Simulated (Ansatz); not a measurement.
# What spin–orbit coupling does to the bands of TaN

```
Ta N
1.0
     2.93800    0.00000    0.00000
    -1.46900    2.54438    0.00000
     0.00000    0.00000    2.88300
Ta N
1 1
Direct
  0.33333 0.66667 0.50000
  0.00000 0.00000 0.00000
```

Atom numbers follow the list: Ta1, N2.

The cell is COD entry 1538016, as deposited and not checked against the literature; nothing was relaxed.

Levels of theory: DFT, PBE, all-electron LAPW, scalar-relativistic (Ansatz 0.2.0); DFT, PBE, all-electron LAPW, Dirac equation with spin-orbit coupling (Ansatz 0.2.0).

Numerical set-up: a Γ-centred 12×12×10 k mesh, Fermi–Dirac smearing of 0.02 eV, basis error target 0.25 meV/atom, no spin polarisation.

Levels between -4 and 3 eV, each run counted from its own valence-band top where it has a gap, else its Fermi level. Scalar levels are listed once for both spins; with the coupling every spinor state is counted. Levels near the edges of the range can cross them.

(1) At H (0.333, 0.333, 0.500) the scalar-relativistic levels are -0.47. What are they with spin–orbit coupling?

Results:

(1) -0.62, -0.54.
